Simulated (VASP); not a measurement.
# KI in VASP: settings compared

Aim: see how the results for KI move with the level of theory and the settings. Levels: PBEsol, B3LYP, revPBE. Tasks: single point, relaxation of cell and atoms.

Everything below comes from runs of VASP 6.6.1. Logs are shortened: lines on timing, memory, paths and dates and some standing lists are left out, and cuts for length are marked.

**The experiment to reproduce.**

A printed reference work, monograph reports, for a bulk crystal of KI: band gap 6.32 eV.

The results are compared with them further down.

## (1) The cell of the first run

The structure is tetragonal, space group I4/mmm (No. 139). The conventional cell has a = 5.046 Å, b = 5.046 Å, c = 7.066 Å, α = 90.00°, β = 90.00°, γ = 90.00°. Within 4.6 Å of I (site symmetry 4/mmm) lie 6 K at 3.53 to 3.57 Å. Within 4.6 Å of K (site symmetry 4/mmm) lie 6 I at 3.53 to 3.57 Å.

## (2) Single point, PBEsol

Contents of INCAR:

```
  PREC = Accurate
  ENCUT = 520
  EDIFF = 1E-6
  ISMEAR = -1
  SIGMA = 0.05
  LREAL = F
  LASPH = T
  NELM = 60
  ALGO = Normal
  ISIF = 2
  LWAVE = F
  LCHARG = T
  GGA = PS
  LELF = T
  LVHAR = T
  NBANDS = 15
```

Contents of KPOINTS:

```
Automatic mesh
0
Gamma
  6 6 6
```

Contents of POSCAR:

```
KI
1.0
    0.0000000000      3.5681027500      3.5327750000
    3.5681027500      0.0000000000      3.5327750000
    3.5681027500      3.5681027500      0.0000000000
I K
1 1
Direct
    0.5000000000      0.5000000000      0.5000000000
    0.0000000000      0.0000000000      0.0000000000
```

Potentials or basis: VASP PAW PBE potentials, release 64 (I, K_sv).

Command:

```bash
cat potpaw_PBE.64/I/POTCAR potpaw_PBE.64/K_sv/POTCAR > POTCAR
mpirun -np 1 vasp_std > vasp.out
```

OUTCAR:

```text
PREC = Accurate
   ENCUT = 520
   EDIFF = 1E-6
   ISMEAR = -1
   LREAL = F
   LASPH = T
   NELM = 60
   ISIF = 2
   GGA = PS

 ion  position               nearest neighbor table
   1  0.500  0.500  0.500-   2 3.53   2 3.53   2 3.57   2 3.57   2 3.57   2 3.57
   2  0.000  0.000  0.000-   1 3.53   1 3.53   1 3.57   1 3.57   1 3.57   1 3.57

  LATTYP: Found a body centered tetragonal cell.
 ALAT       =     5.0460593010
 C/A-ratio  =     1.4002114479

  Lattice vectors:

 A1 = (   0.0000000000,  -3.5681027500,  -3.5327750000)
 A2 = (   0.0000000000,   3.5681027500,  -3.5327750000)
 A3 = (   3.5681027500,   0.0000000000,   3.5327750000)

Analysis of symmetry for initial positions (statically):
=====================================================================
 Subroutine PRICEL returns:
 Original cell was already a primitive cell.

 Routine SETGRP: Setting up the symmetry group for a
 body centered tetragonal supercell.

 Subroutine GETGRP returns: Found 16 space group operations
 (whereof 16 operations were pure point group operations)
 out of a pool of 16 trial point group operations.

The static configuration has the point symmetry D_4h.

Analysis of symmetry for dynamics (positions and initial velocities):
=====================================================================
 Subroutine PRICEL returns:
 Original cell was already a primitive cell.

 Routine SETGRP: Setting up the symmetry group for a
 body centered tetragonal supercell.

 Subroutine GETGRP returns: Found 16 space group operations
 (whereof 16 operations were pure point group operations)
 out of a pool of 16 trial point group operations.

The dynamic configuration has the point symmetry D_4h.

 Subroutine INISYM returns: Found 16 space group operations
 (whereof 16 operations are pure point group operations),
 and found     1 'primitive' translations

----------------------------------------------------------------------------------------

                                     Primitive cell

  volume of cell :      89.9540

  direct lattice vectors                    reciprocal lattice vectors
     0.000000000  3.568102750  3.532775000    -0.140130494  0.140130494  0.141531799
     3.568102750  0.000000000  3.532775000     0.140130494 -0.140130494  0.141531799
     3.568102750  3.568102750  0.000000000     0.140130494  0.140130494 -0.141531799

  length of vectors
     5.021140950  5.021140950  5.046059301     0.243524866  0.243524866  0.243524866

  position of ions in fractional coordinates (direct lattice)
     0.500000000  0.500000000  0.500000000
     0.000000000  0.000000000  0.000000000
[... 89 lines left out ...]
   NUPDOWN=      -1.0000    fix difference up-down
   EMIN   =  10.00;   EMAX   =-10.00  energy-range for DOS
   EFERMI =   0.00;   METHOD = LEGACY
   ISMEAR =    -1;   SIGMA  =   0.05  broadening in eV -4-tet -1-fermi 0-gaus
   EFERMI_NEDOS =   21; number of points for ismear=-14 and -15
   IALGO  =     38    algorithm
   IMIX   =      4    mixing-type and parameters
     AMIX     =   0.40;   BMIX     =  1.00
     AMIX_MAG =   1.60;   BMIX_MAG =  1.00
  volume/ion in A,a.u.               =      44.98       303.52
  Fermi-wavevector in a.u.,A,eV,Ry     =   0.920678  1.739830 11.532960  0.847649
  Thomas-Fermi vector in A             =   2.046011
   LORBIT       =      0    0 simple, 1 ext, 2 COOP (PROOUT), +10 PAW based schemes
   GGA     = PS    functional components
   LHFCALC =     F    Hartree Fock is set to
   AEXX    =    0.0000 exact exchange contribution
   IVDW    =     0    specifies the selected vdW correction
   LEPSILON=     F    determine dielectric tensor
   LRPA    =     F    only Hartree local field effects (RPA)
 non-spin polarized calculation
  energy-cutoff  :      520.00
  volume of cell :       89.95
 maximum number of plane-waves:      2442
 NGX is ok and might be reduce to    40
   NGX = 19   NGY = 19   NGZ = 19

 number of electron      15.9999999 magnetization

 Free energy of the ion-electron system (eV)
  ---------------------------------------------------
  ext. energy  EPLUGINS =         0.00000000
  ---------------------------------------------------
  free energy    TOTEN  =        -5.81039445 eV

  energy without entropy =       -5.81039445  energy(sigma->0) =       -5.81039445

 E-fermi :   0.4561     XC(G=0):  -7.2620

 val. band max:       -0.6083148977   @ k =   0.0000   0.0000   0.0000
 cond. band min:       3.1621442696   @ k =   0.0000   0.0000   0.0000
 fundamental gap:      3.7704591673
 Fermi energy:         0.4561335983

 k-point     1 :       0.0000    0.0000    0.0000
  band No.  band energies     occupation
      1     -28.9714      2.00000
      2     -12.5212      2.00000
      3     -12.5207      2.00000
      4     -12.5207      2.00000
      5     -11.1170      2.00000
      6      -0.6096      2.00000
      7      -0.6096      2.00000
      8      -0.6083      2.00000
      9       3.1621      0.00000
     10       5.8086      0.00000
     11       5.8086      0.00000
     12       5.8690      0.00000
     13       6.5354      0.00000
     14       6.5752      0.00000
[... 401 lines left out ...]
      2     -12.5802      2.00000
      3     -12.5452      2.00000
      4     -12.5344      2.00000
      5     -10.9473      2.00000
      6      -1.5667      2.00000
      7      -1.1210      2.00000
      8      -0.9586      2.00000
      9       4.6408      0.00000
     10       5.4723      0.00000
     11       6.9553      0.00000
     12       7.5247      0.00000
     13       8.1667      0.00000
     14       8.6510      0.00000
     15       9.0875      0.00000

 [... further k-points ...]

------------------------ aborting loop because EDIFF is reached ----------------------------------------

  FORCE on cell =-STRESS in cart. coord.  units (eV):
  Direction    XX          YY          ZZ          XY          YZ          ZX
  --------------------------------------------------------------------------------------
  -------------------------------------------------------------------------------------
  Total       -0.2924992     -0.2924992     -0.1750921      0.0000000     -0.0000000     -0.0000000
  in kB       -5.2097230     -5.2097230     -3.1185771      0.0000000     -0.0000000     -0.0000000
  external PRESSURE =      -4.5126743 kB  Pullay stress =       0.0000000 kB

 VOLUME and BASIS-vectors are now :
 -----------------------------------------------------------------------------
  energy-cutoff  :      520.00
  volume of cell :       89.95
      direct lattice vectors                 reciprocal lattice vectors
     0.000000000  3.568102750  3.532775000    -0.140130494  0.140130494  0.141531799
     3.568102750  0.000000000  3.532775000     0.140130494 -0.140130494  0.141531799
     3.568102750  3.568102750  0.000000000     0.140130494  0.140130494 -0.141531799

 POSITION                                       TOTAL-FORCE (eV/Angst)
 -----------------------------------------------------------------------------------
      3.56810      3.56810      3.53277         0.000000     -0.000000     -0.000000
      0.00000      0.00000      0.00000        -0.000000      0.000000      0.000000
 -----------------------------------------------------------------------------------
    total drift:                                0.000000     -0.000000     -0.000000

  FREE ENERGIE OF THE ION-ELECTRON SYSTEM (eV)
  ---------------------------------------------------
  free  energy   TOTEN  =        -5.8103944509 eV

  energy  without entropy=       -5.8103944509  energy(sigma->0) =       -5.81039445
```

It took 43 s on 1 thread of Intel Xeon 8259CL, shared host; peak memory 0.25 GiB.

Results:

* Free energy: -5.8104 eV
* Pressure: -0.5 GPa
* Band gap on the k mesh: 3.77 eV

Caveat: the PAW data sets were made with another functional, which shifts forces and pressure a little; spin-orbit coupling is left out, which moves the levels of the heavy elements.

## (3) Single point, B3LYP

This run uses another cell than the first one, of 44.09 Å³/atom.

Contents of POSCAR:

```
KI
1.0
    0.0000000000      3.5327750000      3.5327750000
    3.5327750000      0.0000000000      3.5327750000
    3.5327750000      3.5327750000      0.0000000000
I K
1 1
Direct
    0.5000000000      0.5000000000      0.5000000000
    0.0000000000      0.0000000000      0.0000000000
```

Contents of INCAR.step1:

```
SYSTEM = KI
PREC = Accurate
ENCUT = 520
EDIFF = 1E-5
ISMEAR = 0
SIGMA = 0.05
LREAL = .False.
LASPH = .True.
NELM = 60
ALGO = Normal
ISIF = 2
LWAVE = .True.
LCHARG = .False.
NBANDS = 15
GGA = PE
```

Contents of INCAR.step2:

```
SYSTEM = KI
PREC = Accurate
ENCUT = 520
EDIFF = 1E-6
ISMEAR = 0
SIGMA = 0.05
LREAL = .False.
LASPH = .True.
NELM = 60
ALGO = Normal
ISIF = 2
LWAVE = .False.
LCHARG = .False.
GGA = B3
LHFCALC = .True.
AEXX = 0.2
AGGAX = 0.72
AGGAC = 0.81
ALDAC = 0.19
PRECFOCK = Normal
NBANDS = 15
ISTART = 1
```

Contents of KPOINTS:

```
Automatic mesh
0
Gamma
  4 4 4
  0 0 0
```

Potentials or basis: VASP PAW PBE potentials, release 64 (I, K_sv).

Command:

```bash
cat potpaw_PBE.64/I/POTCAR potpaw_PBE.64/K_sv/POTCAR > POTCAR
cp INCAR.step1 INCAR
mpirun -np 1 vasp_std > vasp.out
cp INCAR.step2 INCAR
mpirun -np 1 vasp_std > vasp.out
```

Wall time 6.4 min (1 thread of AMD EPYC 7R13 (Zen 3), shared host); peak memory 0.22 GiB.

The run converged. Its results:

```yaml
Free_energy: -6.2692 eV
Pressure: 1.0 GPa
Band_gap_on_the_k_mesh: 5.34 eV
```

Levels at points of the mesh, in eV from the valence-band top:
```
           k point  band 4  band 5  band 6  band 7  band 8  band 9  band 10  band 11  band 12  band 13
(0.00, 0.00, 0.00)  -12.92  -11.26    0.00    0.00    0.00    5.34     7.96     7.96     7.96     8.75
(0.50, 0.00, 0.00)  -12.92  -10.96   -1.40   -0.36   -0.36    6.94     9.29     9.62     9.62    10.33
(0.50, 0.50, 0.00)  -12.94  -11.10   -1.07   -0.40   -0.40    6.35     7.15     9.70    10.36    10.40
```

Caveat: the PAW data sets were made with another functional, which shifts forces and pressure a little; spin-orbit coupling is left out, which moves the levels of the heavy elements.

## (4) Relaxation of cell and atoms, revPBE (45.41 Å³/atom)

This run uses another cell than the first one, of 45.41 Å³/atom.

Contents of POSCAR:

```
KI
1.0
    0.0000000000      3.5677552452      3.5677552452
    3.5677552452      0.0000000000      3.5677552452
    3.5677552452      3.5677552452      0.0000000000
I K
1 1
Direct
    0.5000000000      0.5000000000      0.5000000000
    0.0000000000      0.0000000000      0.0000000000
```

Contents of INCAR.step1:

```
ALGO     = Normal         # electronic algorithm
EDIFF    = 1E-6           # SCF threshold, eV
EDIFFG   = -0.005         # ionic threshold
EFERMI   = MIDGAP       
ENCUT    = 390            # plane-wave cutoff, eV
GGA      = RE             # functional
GGA_COMPAT= False        
IBRION   = 2              # ionic algorithm
ISIF     = 3              # what is computed and relaxed
ISMEAR   = 0              # smearing method
LASPH    = True           # aspherical terms in the spheres
LCHARG   = False          # write CHGCAR
LREAL    = False          # projectors in reciprocal space
LWAVE    = False          # write WAVECAR
NELM     = 120            # most SCF steps
NELMIN   = 4            
NSW      = 80             # ionic steps
POTIM    = 0.5            # step
PREC     = Accurate       # precision mode
SIGMA    = 0.03           # smearing width, eV
```

Contents of INCAR.step3:

```
ALGO     = Normal         # electronic algorithm
EDIFF    = 1E-6           # SCF threshold, eV
EFERMI   = MIDGAP       
ENCUT    = 390            # plane-wave cutoff, eV
GGA      = RE             # functional
GGA_COMPAT= False        
ISIF     = 2              # what is computed and relaxed
ISMEAR   = 0              # smearing method
LASPH    = True           # aspherical terms in the spheres
LCHARG   = False          # write CHGCAR
LREAL    = False          # projectors in reciprocal space
LWAVE    = False          # write WAVECAR
NELM     = 120            # most SCF steps
PREC     = Accurate       # precision mode
SIGMA    = 0.03           # smearing width, eV
```

Contents of KPOINTS:

```
Automatic mesh
0
Gamma
  5 5 5
  0 0 0
```

Potentials or basis: VASP PAW PBE potentials, release 64 (I, K_sv).

Command:

```bash
cat potpaw_PBE.64/I/POTCAR potpaw_PBE.64/K_sv/POTCAR > POTCAR
cp INCAR.step1 INCAR
cp POSCAR.step1 POSCAR
mpirun -np 1 vasp_std > vasp.out
cp CONTCAR POSCAR
mpirun -np 1 vasp_std > vasp.out
cp CONTCAR POSCAR
cp INCAR.step3 INCAR
mpirun -np 1 vasp_std > vasp.out
```

OUTCAR:

```text
EDIFF = 1E-6
   EFERMI = MIDGAP
   ENCUT = 390
   GGA = RE
   ISIF = 2
   ISMEAR = 0
   LASPH = True
   LREAL = False
   NELM = 120
   PREC = Accurate

 Found     10 irreducible k-points:

 Following reciprocal coordinates:
            Coordinates               Weight
  0.000000  0.000000  0.000000      1.000000
  0.200000  0.000000  0.000000      8.000000
  0.400000  0.000000  0.000000      8.000000
  0.200000  0.200000  0.000000      6.000000
  0.400000  0.200000  0.000000     24.000000
 -0.400000  0.200000  0.000000     24.000000
   k-points           NKPTS =     10   k-points in BZ     NKDIM =     10   number of bands    NBANDS=     12
   number of dos      NEDOS =    301   number of ions     NIONS =      2
   total plane-waves  NPLWV =  46656
   dimension x,y,z NGX =    36 NGY =   36 NGZ =   36
   dimension x,y,z NGXF=    72 NGYF=   72 NGZF=   72
   ions per type =               1   1
   NGX,Y,Z   is equivalent  to a cutoff of  11.44, 11.44, 11.44 a.u.
   NGXF,Y,Z  is equivalent  to a cutoff of  22.88, 22.88, 22.88 a.u.
 SYSTEM =  unknown system
   PREC   = accura    normal or accurate (medium, high low for compatibility)
   ISTART =      0    job   : 0-new  1-cont  2-samecut
   ICHARG =      2    charge: 1-file 2-atom 10-const
   ISPIN  =      1    spin polarized calculation?
   LNONCOLLINEAR =      F non collinear calculations
   LSORBIT =      F    spin-orbit coupling
[... 75 lines left out ...]
      9       2.9753      0.00000
     10       5.7100      0.00000
     11       5.7100      0.00000
     12       5.7100      0.00000
[... 61 lines left out ...]
 k-point     6 :      -0.4000    0.2000    0.0000
  band No.  band energies     occupation
      1     -29.8320      2.00000
      2     -13.3157      2.00000
      3     -13.2793      2.00000
      4     -13.2735      2.00000
      5     -11.1193      2.00000
      6      -1.8084      2.00000
      7      -1.3558      2.00000
      8      -1.2159      2.00000
      9       5.0553      0.00000
     10       6.0563      0.00000
     11       6.1739      0.00000
     12       7.2138      0.00000

 [... further k-points ...]

------------------------ aborting loop because EDIFF is reached ----------------------------------------

  FORCE on cell =-STRESS in cart. coord.  units (eV):
  Direction    XX          YY          ZZ          XY          YZ          ZX
  --------------------------------------------------------------------------------------
  -------------------------------------------------------------------------------------
  Total       -0.0072929     -0.0072929     -0.0072929      0.0000000     -0.0000000      0.0000000
  in kB       -0.1153841     -0.1153841     -0.1153841      0.0000000     -0.0000000      0.0000000
  external PRESSURE =      -0.1153841 kB  Pullay stress =       0.0000000 kB

 VOLUME and BASIS-vectors are now :
 -----------------------------------------------------------------------------
  energy-cutoff  :      390.00
  volume of cell :      101.27
      direct lattice vectors                 reciprocal lattice vectors
     0.000000000  3.699513541  3.699513541    -0.135152904  0.135152904  0.135152904
     3.699513541  0.000000000  3.699513541     0.135152904 -0.135152904  0.135152904
     3.699513541  3.699513541  0.000000000     0.135152904  0.135152904 -0.135152904

 POSITION                                       TOTAL-FORCE (eV/Angst)
 -----------------------------------------------------------------------------------
      3.69951      3.69951      3.69951         0.000000     -0.000000      0.000000
      0.00000      0.00000      0.00000        -0.000000      0.000000     -0.000000
 -----------------------------------------------------------------------------------
    total drift:                                0.000000      0.000000      0.000000

  FREE ENERGIE OF THE ION-ELECTRON SYSTEM (eV)
  ---------------------------------------------------
  free  energy   TOTEN  =        -5.2661540743 eV

  energy  without entropy=       -5.2661540743  energy(sigma->0) =       -5.26615407
```

OUTCAR.step1:

```text
EDIFF = 1E-6
   EDIFFG = -0.005
   EFERMI = MIDGAP
   ENCUT = 390
   GGA = RE
   IBRION = 2
   ISIF = 3
   ISMEAR = 0
[... 313 lines left out ...]
  -------------------------------------------------------------------------------------
  Total       -0.0017691     -0.0017691     -0.0017691      0.0000000      0.0000000      0.0000000
  in kB       -0.0281073     -0.0281073     -0.0281073      0.0000000      0.0000000      0.0000000
  external PRESSURE =      -0.0281073 kB  Pullay stress =       0.0000000 kB
[... 17 lines left out ...]
  FREE ENERGIE OF THE ION-ELECTRON SYSTEM (eV)
  ---------------------------------------------------
  free  energy   TOTEN  =        -5.2645892177 eV

  energy  without entropy=       -5.2645892177  energy(sigma->0) =       -5.26458922

 reached required accuracy - stopping structural energy minimisation
```

It took 61 s on 1 thread of Intel Xeon Platinum 8259CL at 2.50GHz (Skylake/Cascade Lake), shared host; peak memory 0.2 GiB.

What came out:

```
Free energy                           : -5.2662 eV
Relaxed volume                        : 50.63 Å³/atom
Relaxed cell                          : a = 5.232 Å, b = 5.232 Å, c = 5.232 Å, α = 60.00°, β = 60.00°, γ = 60.00°
Space group after relaxing (to 0.1 Å) : Fm-3m (No. 225)
Energy gained by relaxing             : 16.9 meV/atom
Ionic steps                           : 7
Pressure after relaxing               : 0.0 GPa
Band gap on the k mesh                : 3.94 eV
```

The path:
| step | energy change (eV) | largest force (eV/Å) | pressure (GPa) | volume (Å³) |
| --- | --- | --- | --- | --- |
| 1 | 0.0000 | 0.0000 | 1.14 | 90.83 |
| 2 | -0.0226 | 0.0000 | 0.57 | 95.14 |
| 3 | -0.0322 | 0.0000 | 0.07 | 100.09 |
| 4 | -0.0323 | 0.0000 | 0.00 | 100.84 |
| 5 | -0.0338 | 0.0000 | 0.02 | 100.84 |
| 6 | -0.0338 | 0.0000 | 0.03 | 100.95 |
| 7 | -0.0338 | 0.0000 | -0.02 | 101.27 |

Final structure:
```
CELL_PARAMETERS angstrom
0.00000 3.69951 3.69951
3.69951 0.00000 3.69951
3.69951 3.69951 0.00000
ATOMIC_POSITIONS crystal
I 0.50000 0.50000 0.50000
K 0.00000 0.00000 0.00000
```

Levels at points of the mesh, in eV from the valence-band top:
```
           k point  band 4  band 5  band 6  band 7  band 8  band 9  band 10  band 11  band 12
(0.00, 0.00, 0.00)  -12.31  -10.28    0.00    0.00    0.00    3.94     6.67     6.67     6.67
```

Caveat: the PAW data sets were made with another functional, which shifts forces and pressure a little; spin-orbit coupling is left out, which moves the levels of the heavy elements. revPBE gives volumes clearly too large for solids.

## (5) The runs side by side

| task | level | cell | k mesh | cutoff (eV) | smearing | dipole correction | grid for exact exchange (PRECFOCK) | share of exact exchange | tolerance level | purpose | gap on the mesh (eV) | pressure (GPa) |
| --- | --- | --- | --- | --- | --- | --- | --- | --- | --- | --- | --- | --- |
| single point | PBEsol | a = 5.021, b = 5.021, c = 5.046 Å, angles 59.8, 59.8, 60.3°, 2 atoms | 6 × 6 × 6 | 520 | fermi-dirac 0.05 eV | no | - | - | - | - | 3.77 | -0.5 |
| single point | B3LYP | a = 4.996 Å, angles 60.0°, 2 atoms | 4 × 4 × 4 | 520 | gaussian 0.05 eV | no | Normal | 0.2 | - | - | 5.34 | 1.0 |
| relaxation of cell and atoms | revPBE | relaxed from a = 5.046 Å, angles 60.0°, 2 atoms | 5 × 5 × 5 | 390 | gaussian 0.03 eV | - | - | - | screening | cell | 3.94 | 0.0 |

Alike in all rows: potentials or basis VASP PAW PBE potentials, release 64 (I, K_sv); no spin polarisation.

Caveats: the PAW data sets were made with another functional, which shifts forces and pressure a little; spin-orbit coupling is left out, which moves the levels of the heavy elements.

Total energies depend on the potentials used, so only differences within one code and one set of settings carry meaning.

## (6) How close it comes

Step 3. Against the measured gap of KI, 6.32 eV (a printed reference work, monograph), the calculated 5.34 eV is off by -0.98 eV. Spin-orbit coupling on I is left out. The value is that of B3LYP, without temperature or zero-point motion.
